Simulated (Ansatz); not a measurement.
**All-electron card of CsI**

```
Cs I
1.0
     4.56670    0.00000    0.00000
     0.00000    4.56670    0.00000
     0.00000    0.00000    4.56670
Cs I
1 1
Direct
  0.00000 0.00000 0.00000
  0.50000 0.50000 0.50000
```

Atoms are numbered in the order listed.

The conventional cell has a = 4.567 Å, b = 4.567 Å, c = 4.567 Å, α = 90.00°, β = 90.00°, γ = 90.00°. Cs (atom 1) is surrounded by 8 I at 3.95 Å. I (atom 2) has 8 Cs at 3.95 Å as nearest neighbours.

The cell is COD entry 9008790, as deposited and not checked against the literature; nothing was relaxed.

No spin–orbit coupling, which matters for the heavy atoms here.

All numbers are computed: DFT, LDA, all-electron LAPW, scalar-relativistic (Ansatz 0.2.0); DFT, LDA, PAW with Ansatz's default frozen-core files, scalar-relativistic (Ansatz 0.2.0).

For LAPW: a Γ-centred 7×7×7 k mesh, Fermi–Dirac smearing of 0.01 eV, basis error target 0.25 meV/atom, no spin polarisation. PAW takes a cutoff of 420 eV at this cell (files made with PBE, cores remade for this functional). The Ansatz runs share mesh, smearing and spin set-up. Values come from LAPW unless marked.

```
Löwdin charges (with 0.09 e of the cell spilling out of the atomic basis, so their sizes and signs hang on that basis) : Cs1 0.73, I2 -0.65 e
Smallest direct gap on the path                                                                                        : 3.62 eV
Pressure at this cell                                                                                                  : -14.1 kbar
Volume per atom                                                                                                        : 321.3 bohr³
```

(1) Predict this quantity. Band gap.

(2) Give the computed value. Bader charges (from the PAW run).

Results:

(1) 3.53 eV, indirect from M (0.5, 0.5, 0) to Γ.

(2) Cs1 +0.77, I2 -0.77 e.
